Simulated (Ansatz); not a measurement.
SnSe2:

```
CELL_PARAMETERS angstrom
3.81100 0.00000 0.00000
-1.90550 3.30042 0.00000
0.00000 0.00000 6.13600
ATOMIC_POSITIONS crystal
Sn 0.00000 0.00000 0.00000
Se 0.66667 0.33333 0.75100
Se 0.33333 0.66667 0.24900
```

* Program: Ansatz 0.2.0
* Task: relaxation of cell and atoms
* Functional: BLYP
* Dispersion: D4
* Potentials or basis: Ansatz PAW
* Cutoff: 420 eV (not typed: the program's choice for these potentials)
* k mesh: 8 × 8 × 5
* Occupations: fermi-dirac, width 0.05 eV
* Spin: no spin polarisation

At the start: volume 25.73 Å³/atom.

**Question.** How do energy, volume and symmetry change on relaxing?

**Answer.** It ends after 7 steps and the volume is 25.79 Å³/atom (+0.2 %); space group P-3m1 (No. 164, to 0.05 Å).

Step by step:
```csv
step,energy change (eV),largest force (eV/Å),volume (Å³)
1,0.0000,1.0780,77.18
2,-0.0061,0.8831,79.49
3,-0.1292,0.0987,79.85
4,-0.1391,0.0276,77.03
5,-0.1393,0.0057,77.40
6,-0.1394,0.0014,77.37
7,-0.1395,0.0012,77.37
```

Final structure:
```xyz
3
Lattice="3.9038 0.0000 0.0000 -1.9519 3.3808 0.0000 0.0000 0.0000 5.8622" Properties=species:S:1:pos:R:3 pbc="T T T"
Sn    0.0000    0.0000    0.0000
Se    1.9519    1.1269    4.2676
Se    0.0000    2.2539    1.5946
```

Caveat: the plane-wave basis is chosen anew once the cell has moved, so the energies of steps on either side of that aren't comparable; the PAW data sets come from PBE, with cores solved anew for the run's functional, which leaves a small shift of forces and pressure.
